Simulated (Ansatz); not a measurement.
# Na: response to strain

Aim: deform Na (x and y strained by -3 %, z held) and compute stress, forces and field gradients with LAPW, PAW and all-electron datasets made for the crystal.

Method: DFT PBE, scalar-relativistic, in Ansatz 0.2.0.

## Step 1: Starting point

It takes space group Im-3m (No. 229, cubic). The conventional cell has a = 4.235 Å, b = 4.235 Å, c = 4.235 Å, α = 90.00°, β = 90.00°, γ = 90.00°. Around Na (site symmetry m-3m) lie 8 Na at 3.67 Å.

As a file:

```cif
data_structure
_symmetry_space_group_name_H-M 'P 1'
_symmetry_Int_Tables_number 1
_cell_length_a 3.6676
_cell_length_b 3.6676
_cell_length_c 3.6676
_cell_angle_alpha 109.471
_cell_angle_beta 109.471
_cell_angle_gamma 109.471
_cell_volume 37.98
loop_
_atom_site_label
_atom_site_type_symbol
_atom_site_fract_x
_atom_site_fract_y
_atom_site_fract_z
_atom_site_occupancy
Na1 Na 0.00000 0.00000 0.00000 1
```

## Step 2: After the deformation

Space group Im-3m before, I4/mmm after.

## Step 3: All-electron LAPW

The input, input.yaml:

```yaml
crystal:
  lattice:
    - [-2.053975, 2.053975, 2.1175]
    - [2.053975, -2.053975, 2.1175]
    - [2.053975, 2.053975, -2.1175]
  atoms:
    - { symbol: Na, position: [0.0, 0.0, 0.0] }
kpoints:
  mp_grid: { grid: [12, 12, 12] }
scf:
  occupations: { method: fermi_dirac, width: 0.05 }
hamiltonian:
  xc: pbe
  pseudopotentials: { kind: all_electron, lapw: { basis_error: 0.00025 } }
output:
  forces: true
  stress: true
  eigenvalues: true
```

## Step 4: Frozen-core PAW

Changes to input.yaml since step 3:

```diff
@@ -13,3 +13,3 @@
   xc: pbe
-  pseudopotentials: { kind: all_electron, lapw: { basis_error: 0.00025 } }
+  pseudopotentials: { kind: paw }
 output:
@@ -18 +18,2 @@
   eigenvalues: true
+  efg: { contact_densities: true }
```

## Step 5: Datasets made for this crystal

Changes to input.yaml since step 4:

```diff
@@ -13,3 +13,3 @@
   xc: pbe
-  pseudopotentials: { kind: paw }
+  pseudopotentials: { kind: all_electron, datasets: crystal }
 output:
```

(Steps that only read results are left out.)

What does the calculation give? Wanted: pressure; largest shear or deviatoric stress.

The runs gave:

| quantity | value |
| --- | --- |
| pressure | LAPW 0.30, PAW 0.29, crystal datasets 0.30 GPa |
| largest shear or deviatoric stress (LAPW) | 0.04 GPa |

In words: The largest part of the stress beyond the pressure is 0.04 GPa in size, in the zz component. No run of the undeformed cell stands beside it, so the pressure holds what the given cell had before the change. PAW: stress within 0.01 GPa of LAPW. Crystal datasets: stress within 0.01 GPa of LAPW.
